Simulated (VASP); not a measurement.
# ZnSe (F-43m) in VASP: band structure with r2SCAN

Aim: the band structure of ZnSe with r2SCAN.

Everything below comes from runs of VASP 6.6.1. Logs are shortened: lines on timing, memory, paths and dates and some standing lists are left out, and cuts for length are marked.

**The experiment to reproduce.**

From “Alloy Disordering Effects on the Thermal Conductivity and Energy Gap Temperature Dependence of Cd1−xZnxSe Ternary Crystals Grown by the Bridgman Method”, 2023, pmc:10253836, for a bulk crystal of ZnSe at 300 K: band gap 2.695 ± 0.003 eV (an exciton energy, a little under the gap).

The runs below are set against these values where they give the same quantity.

## (1) The structure

Symmetry: F-43m, No. 216, cubic system. The conventional cell has a = 5.667 Å, b = 5.667 Å, c = 5.667 Å, α = 90.00°, β = 90.00°, γ = 90.00°. Zn (site symmetry -43m) is surrounded by 4 Se at 2.45 Å. Se (site symmetry -43m) is surrounded by 4 Zn at 2.45 Å.

The cell is a database's computed one.

## (2) Band structure, r2SCAN

INCAR reads:

```
SYSTEM = ZnSe
PREC = Accurate
ENCUT = 520
EDIFF = 1E-6
ISMEAR = 0
SIGMA = 0.02
LREAL = .FALSE.
LASPH = .TRUE.
NELM = 80
ALGO = Normal
ISIF = 2
LWAVE = .FALSE.
LCHARG = .FALSE.
METAGGA = R2SCAN
LMIXTAU = .TRUE.
```

KPOINTS reads:

```
Automatic mesh
0
G
  8 8 8
  0 0 0
```

POSCAR reads:

```
ZnSe                                    
1.0
    0.0000000000      2.8335857942      2.8335857942
    2.8335857942      0.0000000000      2.8335857942
    2.8335857942      2.8335857942      0.0000000000
  Zn              Se            
     1     1
Direct
     0.0000000000000000    0.0000000000000000    0.0000000000000000
     0.2500000000000000    0.2500000000000000    0.2500000000000000
```

KPOINTS_OPT reads:

```
path GXWKGLUWLK,UX
15
line-mode
reciprocal
 0.0000000000  0.0000000000  0.0000000000  G
 0.5000000000  0.0000000000  0.5000000000  X

 0.5000000000  0.0000000000  0.5000000000  X
 0.5000000000  0.2500000000  0.7500000000  W

 0.5000000000  0.2500000000  0.7500000000  W
 0.3750000000  0.3750000000  0.7500000000  K

 0.3750000000  0.3750000000  0.7500000000  K
 0.0000000000  0.0000000000  0.0000000000  G

 0.0000000000  0.0000000000  0.0000000000  G
 0.5000000000  0.5000000000  0.5000000000  L

 0.5000000000  0.5000000000  0.5000000000  L
 0.6250000000  0.2500000000  0.6250000000  U

 0.6250000000  0.2500000000  0.6250000000  U
 0.5000000000  0.2500000000  0.7500000000  W

 0.5000000000  0.2500000000  0.7500000000  W
 0.5000000000  0.5000000000  0.5000000000  L

 0.5000000000  0.5000000000  0.5000000000  L
 0.3750000000  0.3750000000  0.7500000000  K

 0.6250000000  0.2500000000  0.6250000000  U
 0.5000000000  0.0000000000  0.5000000000  X
```

Potentials or basis: VASP PAW PBE potentials, release 64 (Zn, Se).

The run is started by

```bash
cat potpaw_PBE.64/Zn/POTCAR potpaw_PBE.64/Se/POTCAR > POTCAR
mpirun -np 1 vasp_std > vasp.out
```

OUTCAR:

```text
SYSTEM = ZnSe
   PREC = Accurate
   ENCUT = 520
   EDIFF = 1E-6
   ISMEAR = 0
   LREAL = .FALSE.
   LASPH = .TRUE.
   NELM = 80
   ISIF = 2
   METAGGA = R2SCAN

 ion  position               nearest neighbor table
   1  0.000  0.000  0.000-   2 2.45   2 2.45   2 2.45   2 2.45
   2  0.250  0.250  0.250-   1 2.45   1 2.45   1 2.45   1 2.45

  LATTYP: Found a face centered cubic cell.
 ALAT       =     5.6671715884

  Lattice vectors:

 A1 = (   0.0000000000,   2.8335857942,   2.8335857942)
 A2 = (   2.8335857942,   0.0000000000,   2.8335857942)
 A3 = (   2.8335857942,   2.8335857942,   0.0000000000)

Analysis of symmetry for initial positions (statically):
=====================================================================
 Subroutine PRICEL returns:
 Original cell was already a primitive cell.

 Routine SETGRP: Setting up the symmetry group for a
 face centered cubic supercell.

 Subroutine GETGRP returns: Found 24 space group operations
 (whereof 24 operations were pure point group operations)
 out of a pool of 48 trial point group operations.

The static configuration has the point symmetry T_d .

Analysis of symmetry for dynamics (positions and initial velocities):
=====================================================================
 Subroutine PRICEL returns:
 Original cell was already a primitive cell.

 Routine SETGRP: Setting up the symmetry group for a
 face centered cubic supercell.

 Subroutine GETGRP returns: Found 24 space group operations
 (whereof 24 operations were pure point group operations)
 out of a pool of 48 trial point group operations.

The dynamic configuration has the point symmetry T_d .

 Subroutine INISYM returns: Found 24 space group operations
 (whereof 24 operations are pure point group operations),
 and found     1 'primitive' translations

----------------------------------------------------------------------------------------

                                     Primitive cell

  volume of cell :      45.5029

  direct lattice vectors                    reciprocal lattice vectors
     0.000000000  2.833585794  2.833585794    -0.176454865  0.176454865  0.176454865
     2.833585794  0.000000000  2.833585794     0.176454865 -0.176454865  0.176454865
     2.833585794  2.833585794  0.000000000     0.176454865  0.176454865 -0.176454865

  length of vectors
     4.007295460  4.007295460  4.007295460     0.305628792  0.305628792  0.305628792

  position of ions in fractional coordinates (direct lattice)
     0.000000000  0.000000000  0.000000000
     0.250000000  0.250000000  0.250000000

  ion indices of the primitive-cell ions
   primitive index   ion index
                 1           1
                 2           2

----------------------------------------------------------------------------------------

 KPOINTS: Automatic mesh

Automatic generation of k-mesh.
 Grid dimensions read from file:
 generate k-points for:    8    8    8

 Generating k-lattice:

  Cartesian coordinates                     Fractional coordinates (reciprocal lattice)
    -0.022056858  0.022056858  0.022056858     0.125000000  0.000000000  0.000000000
     0.022056858 -0.022056858  0.022056858     0.000000000  0.125000000  0.000000000
     0.022056858  0.022056858 -0.022056858     0.000000000  0.000000000  0.125000000

  Length of vectors
     0.038203599  0.038203599  0.038203599

  Shift w.r.t. Gamma in fractional coordinates (k-lattice)
     0.000000000  0.000000000  0.000000000

 Subroutine IBZKPT returns following result:
 ===========================================

 Found     29 irreducible k-points:

 Following reciprocal coordinates:
            Coordinates               Weight
  0.000000  0.000000  0.000000      1.000000
  0.125000  0.000000  0.000000      8.000000
  0.250000  0.000000  0.000000      8.000000
  0.375000  0.000000  0.000000      8.000000
  0.500000  0.000000  0.000000      4.000000
  0.125000  0.125000  0.000000      6.000000
[... 16 lines left out ...]
  0.500000  0.250000  0.125000     48.000000
 -0.375000  0.250000  0.125000     24.000000
 [... further k-points ...]
   k-points           NKPTS =     29   k-points in BZ     NKDIM =     29   number of bands    NBANDS=     13
   number of dos      NEDOS =    301   number of ions     NIONS =      2
   total plane-waves  NPLWV =  27000
   dimension x,y,z NGX =    30 NGY =   30 NGZ =   30
   dimension x,y,z NGXF=    60 NGYF=   60 NGZF=   60
   ions per type =               1   1
   NGX,Y,Z   is equivalent  to a cutoff of  12.45, 12.45, 12.45 a.u.
   NGXF,Y,Z  is equivalent  to a cutoff of  24.89, 24.89, 24.89 a.u.
 SYSTEM =  ZnSe
   PREC   = accura    normal or accurate (medium, high low for compatibility)
   ISTART =      0    job   : 0-new  1-cont  2-samecut
   ICHARG =      2    charge: 1-file 2-atom 10-const
   ISPIN  =      1    spin polarized calculation?
   LNONCOLLINEAR =      F non collinear calculations
   LSORBIT =      F    spin-orbit coupling
   LASPH  =      T    aspherical Exc in radial PAW
   ENCUT  =  520.0 eV  38.22 Ry    6.18 a.u.   7.45  7.45  7.45*2*pi/ulx,y,z
   NELM   =     80;   NELMIN=  2; NELMDL= -5     # of ELM steps
   EDIFF  = 0.1E-05   stopping-criterion for ELM
   LREAL  =      F    real-space projection
   EDIFFG = 0.1E-04   stopping-criterion for IOM
   NSW    =      0    number of steps for IOM
   IBRION =     -1    ionic relax: 0-MD 1-quasi-New 2-CG
   NFREE  =      0    steps in history (QN), initial steepest desc. (CG)
   ISIF   =      2    stress and relaxation
   ISYM   =      2    0-nonsym 1-usesym 2-fastsym
   POTIM  = 0.5000    time-step for ionic-motion
   TEBEG  =    0.0;   TEEND  =   0.0 temperature during run
   PSTRESS=    0.0 pullay stress
   NELECT =      18.0000    total number of electrons
   NUPDOWN=      -1.0000    fix difference up-down
   EMIN   =  10.00;   EMAX   =-10.00  energy-range for DOS
   EFERMI =   0.00;   METHOD = LEGACY
   ISMEAR =     0;   SIGMA  =   0.02  broadening in eV -4-tet -1-fermi 0-gaus
   EFERMI_NEDOS =   21; number of points for ismear=-14 and -15
   IALGO  =     38    algorithm
   IMIX   =      4    mixing-type and parameters
     AMIX     =   0.40;   BMIX     =  1.00
     AMIX_MAG =   1.60;   BMIX_MAG =  1.00
  volume/ion in A,a.u.               =      22.75       153.53
  Fermi-wavevector in a.u.,A,eV,Ry     =   1.201764  2.271005 19.650043  1.444237
  Thomas-Fermi vector in A             =   2.337564
   LORBIT       =      0    0 simple, 1 ext, 2 COOP (PROOUT), +10 PAW based schemes
   METAGGA = R2SCAN    functional components
   LHFCALC =     F    Hartree Fock is set to
   AEXX    =    0.0000 exact exchange contribution
   IVDW    =     0    specifies the selected vdW correction
   LEPSILON=     F    determine dielectric tensor
   LRPA    =     F    only Hartree local field effects (RPA)
 non-spin polarized calculation
 Gauss-broadening in eV      SIGMA  =   0.02
  energy-cutoff  :      520.00
  volume of cell :       45.50
 maximum number of plane-waves:      1243
 NGX is ok and might be reduce to    30
   NGX = 15   NGY = 15   NGZ = 15

 number of electron      18.0000011 magnetization

 Free energy of the ion-electron system (eV)
  ---------------------------------------------------
  ext. energy  EPLUGINS =         0.00000000
  ---------------------------------------------------
  free energy    TOTEN  =       -24.90923162 eV

  energy without entropy =      -24.90923162  energy(sigma->0) =      -24.90923162

 E-fermi :   1.4343     XC(G=0):  -9.9210

 val. band max:        1.3001555947   @ k =   0.0000   0.0000   0.0000
 cond. band min:       3.1680923882   @ k =   0.0000   0.0000   0.0000
 fundamental gap:      1.8679367935
 Fermi energy:         1.4343245714

 k-point     1 :       0.0000    0.0000    0.0000
  band No.  band energies     occupation
      1     -12.4147      2.00000
      2      -5.3947      2.00000
      3      -5.3947      2.00000
      4      -5.3947      2.00000
      5      -4.9875      2.00000
      6      -4.9875      2.00000
      7       1.3001      2.00000
      8       1.3002      2.00000
      9       1.3002      2.00000
     10       3.1681      0.00000
     11       7.6156      0.00000
     12       7.6158      0.00000
     13       7.6158      0.00000

 k-point     2 :       0.1250    0.0000    0.0000
  band No.  band energies     occupation
      1     -12.3106      2.00000
      2      -5.3855      2.00000
      3      -5.3780      2.00000
      4      -5.3780      2.00000
      5      -4.9888      2.00000
      6      -4.9888      2.00000
      7       0.0478      2.00000
      8       1.1470      2.00000
      9       1.1470      2.00000
     10       4.0900      0.00000
     11       7.5473      0.00000
     12       7.8765      0.00000
     13       7.8766      0.00000

 k-point     3 :       0.2500    0.0000    0.0000
  band No.  band energies     occupation
      1     -12.0403      2.00000
      2      -5.3407      2.00000
      3      -5.3407      2.00000
      4      -5.3230      2.00000
      5      -4.9874      2.00000
      6      -4.9874      2.00000
      7      -1.7344      2.00000
      8       0.8173      2.00000
      9       0.8173      2.00000
     10       4.5747      0.00000
     11       8.2547      0.00000
     12       8.2549      0.00000
     13       8.3902      0.00000

 k-point     4 :       0.3750    0.0000    0.0000
  band No.  band energies     occupation
      1     -11.7371      2.00000
      2      -5.3097      2.00000
      3      -5.3097      2.00000
      4      -5.1156      2.00000
      5      -4.9774      2.00000
      6      -4.9773      2.00000
      7      -3.2342      2.00000
      8       0.5280      2.00000
      9       0.5280      2.00000
     10       4.4428      0.00000
     11       8.2456      0.00000
     12       8.2457      0.00000
     13       9.8640      0.00000

 k-point     5 :       0.5000    0.0000    0.0000
  band No.  band energies     occupation
      1     -11.5993      2.00000
      2      -5.2993      2.00000
      3      -5.2993      2.00000
      4      -4.9700      2.00000
      5      -4.9699      2.00000
      6      -4.8317      2.00000
      7      -4.0030      2.00000
      8       0.4169      2.00000
      9       0.4169      2.00000
     10       4.3531      0.00000
     11       8.1654      0.00000
     12       8.1655      0.00000
     13      10.3744      0.00000
[... 257 lines left out ...]
 k-point    22 :       0.3750    0.2500    0.1250
  band No.  band energies     occupation
      1     -11.8288      2.00000
      2      -5.3424      2.00000
      3      -5.2850      2.00000
      4      -5.2554      2.00000
      5      -5.0023      2.00000
      6      -4.9626      2.00000
      7      -2.0831      2.00000
      8      -0.4520      2.00000
      9       0.3668      2.00000
     10       5.9658      0.00000
     11       6.6359      0.00000
     12       8.5031      0.00000
     13       9.6605      0.00000

 k-point    23 :       0.5000    0.2500    0.1250
  band No.  band energies     occupation
      1     -11.5756      2.00000
      2      -5.2893      2.00000
      3      -5.2579      2.00000
      4      -5.1103      2.00000
      5      -4.9752      2.00000
      6      -4.9271      2.00000
      7      -3.0806      2.00000
      8      -0.9957      2.00000
      9      -0.0017      2.00000
     10       6.0653      0.00000
     11       7.2974      0.00000
     12       8.5081      0.00000
     13      10.1210      0.00000

 k-point    24 :      -0.3750    0.2500    0.1250
  band No.  band energies     occupation
      1     -11.4630      2.00000
      2      -5.2797      2.00000
      3      -5.2432      2.00000
      4      -5.0220      2.00000
      5      -4.9813      2.00000
      6      -4.7807      2.00000
      7      -3.6487      2.00000
      8      -1.1292      2.00000
      9      -0.1880      2.00000
     10       6.0309      0.00000
     11       7.2636      0.00000
     12       9.2608      0.00000
     13      10.5368      0.00000

 [... further k-points ...]

------------------------ aborting loop because EDIFF is reached ----------------------------------------

  FORCE on cell =-STRESS in cart. coord.  units (eV):
  Direction    XX          YY          ZZ          XY          YZ          ZX
  --------------------------------------------------------------------------------------
  -------------------------------------------------------------------------------------
  Total        0.0173785      0.0173785      0.0173785      0.0000000     -0.0000000      0.0000000
  in kB        0.6119032      0.6119032      0.6119032      0.0000000     -0.0000000      0.0000000
  external PRESSURE =       0.6119032 kB  Pullay stress =       0.0000000 kB

 VOLUME and BASIS-vectors are now :
 -----------------------------------------------------------------------------
  energy-cutoff  :      520.00
  volume of cell :       45.50
      direct lattice vectors                 reciprocal lattice vectors
     0.000000000  2.833585794  2.833585794    -0.176454865  0.176454865  0.176454865
     2.833585794  0.000000000  2.833585794     0.176454865 -0.176454865  0.176454865
     2.833585794  2.833585794  0.000000000     0.176454865  0.176454865 -0.176454865

 POSITION                                       TOTAL-FORCE (eV/Angst)
 -----------------------------------------------------------------------------------
      0.00000      0.00000      0.00000        -0.000000     -0.000000     -0.000000
      1.41679      1.41679      1.41679         0.000000      0.000000      0.000000
 -----------------------------------------------------------------------------------
    total drift:                                0.000022      0.000022      0.000022

  FREE ENERGIE OF THE ION-ELECTRON SYSTEM (eV)
  ---------------------------------------------------
  free  energy   TOTEN  =       -24.9092316208 eV

  energy  without entropy=      -24.9092316208  energy(sigma->0) =      -24.90923162
```

Run time: 2 min. Hardware: 1 thread of Intel Xeon 6975P-C (Granite Rapids), shared host; peak memory 0.18 GiB.

Results:

```yaml
Free_energy: -24.9092 eV
Pressure: 0.1 GPa
Band_gap_on_the_k_mesh: 1.87 eV, direct
Band_gap_along_the_path: 1.87 eV, direct
```

Levels at the corners of the path, in eV from the valence-band top:
| point | band 5 | band 6 | band 7 | band 8 | band 9 | band 10 | band 11 | band 12 | band 13 |
| --- | --- | --- | --- | --- | --- | --- | --- | --- | --- |
| Γ | -6.29 | -6.29 | 0.00 | 0.00 | 0.00 | 1.87 | 6.32 | 6.32 | 6.32 |
| X | -6.24 | -6.11 | -4.79 | -2.23 | -2.23 | 3.34 | 3.87 | 11.51 | 12.07 |
| X | -6.24 | -6.11 | -4.79 | -2.23 | -2.23 | 3.34 | 3.87 | 11.51 | 12.07 |
| W | -6.32 | -5.99 | -4.71 | -2.82 | -2.70 | 5.83 | 6.08 | 7.59 | 8.21 |
| W | -6.32 | -5.99 | -4.71 | -2.82 | -2.70 | 5.83 | 6.08 | 7.59 | 8.21 |
| K | -6.27 | -6.02 | -4.75 | -3.15 | -1.83 | 3.99 | 6.06 | 9.64 | 9.91 |
| K | -6.27 | -6.02 | -4.75 | -3.15 | -1.83 | 3.99 | 6.06 | 9.64 | 9.91 |
| Γ | -6.29 | -6.29 | 0.00 | 0.00 | 0.00 | 1.87 | 6.32 | 6.32 | 6.32 |
| Γ | -6.29 | -6.29 | 0.00 | 0.00 | 0.00 | 1.87 | 6.32 | 6.32 | 6.32 |
| L | -6.27 | -6.13 | -5.30 | -0.88 | -0.88 | 3.05 | 6.87 | 6.87 | 9.07 |
| L | -6.27 | -6.13 | -5.30 | -0.88 | -0.88 | 3.05 | 6.87 | 6.87 | 9.07 |
| U | -6.27 | -6.02 | -4.75 | -3.15 | -1.83 | 3.99 | 6.06 | 9.64 | 9.91 |
| U | -6.27 | -6.02 | -4.75 | -3.15 | -1.83 | 3.99 | 6.06 | 9.64 | 9.91 |
| W | -6.32 | -5.99 | -4.71 | -2.82 | -2.70 | 5.83 | 6.08 | 7.59 | 8.21 |
| W | -6.32 | -5.99 | -4.71 | -2.82 | -2.70 | 5.83 | 6.08 | 7.59 | 8.21 |
| L | -6.27 | -6.13 | -5.30 | -0.88 | -0.88 | 3.05 | 6.87 | 6.87 | 9.07 |
| L | -6.27 | -6.13 | -5.30 | -0.88 | -0.88 | 3.05 | 6.87 | 6.87 | 9.07 |
| K | -6.27 | -6.02 | -4.75 | -3.15 | -1.83 | 3.99 | 6.06 | 9.64 | 9.91 |
| U | -6.27 | -6.02 | -4.75 | -3.15 | -1.83 | 3.99 | 6.06 | 9.64 | 9.91 |
| X | -6.24 | -6.11 | -4.79 | -2.23 | -2.23 | 3.34 | 3.87 | 11.51 | 12.07 |

Caveat: the PAW data sets were made with another functional, which shifts forces and pressure a little.

## (3) Comparison with measurements

Step 2. Against the measured gap of ZnSe, 2.695 eV (an exciton energy, a little under the gap; 300 K; “Alloy Disordering Effects on the Thermal Conductivity and Energy Gap Temperature Dependence of Cd1−xZnxSe Ternary Crystals Grown by the Bridgman Method”, 2023, pmc:10253836), the calculated 1.87 eV is off by -0.83 eV. Spin-orbit coupling on Se is left out. The value is that of r2SCAN, without temperature or zero-point motion. The cell is a database's relaxed one, not the measured one, which moves gaps too.
